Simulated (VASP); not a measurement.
Wanted: the native input for a VASP 6.6.1 run.

```yaml
Task: relaxation of cell and atoms
Functional: PBE
Potentials_or_basis: VASP PAW PBE potentials, release 64 (La, O)
Cutoff: 600 eV
k_mesh: 4 × 4 × 6
Occupations: gaussian, width 0.01 eV
Spin: no spin polarisation
Dipole_correction: no
Further_INCAR_settings: ALGO = Normal; EDIFF = 1e-06; IBRION = 2; EDIFFG = -0.01; NSW = 80; ISIF = 3
```

The structure of La2O3 lies in POSCAR:

```
La2O3
1.0
    6.2667802800      0.0000000000      0.0000000000
   -3.1333901400      5.4271909200      0.0000000000
    0.0000000000      0.0000000000      3.2997660000
La O
2 3
Direct
    0.3333333333      0.6666666667      0.5000000000
    0.6666666667      0.3333333333      0.5000000000
    0.4919860000      0.4919860000      0.0000000000
    0.0000000000      0.5080140000      0.0000000000
    0.5080140000      0.0000000000      0.0000000000
```

The cell comes from a database or a generator and needn't be the stable form of this composition.

These files were run (other wordings do the same):

INCAR

```
SYSTEM = La2O3
PREC = Accurate
ENCUT = 600
EDIFF = 1E-6
ISMEAR = 0
SIGMA = 0.01
LREAL = .False.
LASPH = .True.
NELM = 100
ALGO = Normal
ISIF = 3
LWAVE = .False.
LCHARG = .False.
GGA = PE
IBRION = 2
NSW = 80
EDIFFG = -0.01
```

KPOINTS

```
regular mesh
0
Gamma
  4 4 6
  0 0 0
```

Potentials or basis: VASP PAW PBE potentials, release 64 (La, O).

Command:

```bash
$ cat potpaw_PBE.64/La/POTCAR potpaw_PBE.64/O/POTCAR > POTCAR
$ mpirun -np 1 vasp_std > vasp.out
```

It gave:

- Relaxed volume: 23.04 Å³/atom
- Relaxed cell: a = 6.364 Å, b = 6.364 Å, c = 3.284 Å, α = 90.00°, β = 90.00°, γ = 120.00°
- Space group after relaxing (to 0.05 Å): P6/mmm (No. 191)
- Energy gained by relaxing: 6.3 meV/atom
- Ionic steps: 13
- Pressure after relaxing: 0.0 GPa
- Band gap on the k mesh: 1.62 eV, indirect (least direct gap 2.07 eV)

Caveat: spin-orbit coupling is left out, which moves the levels of the heavy elements.

It took 9.9 min on 1 thread of Intel(R) Xeon(R) Platinum 8488C (Sapphire Rapids), with other jobs on the host, peak memory 0.31 GiB.
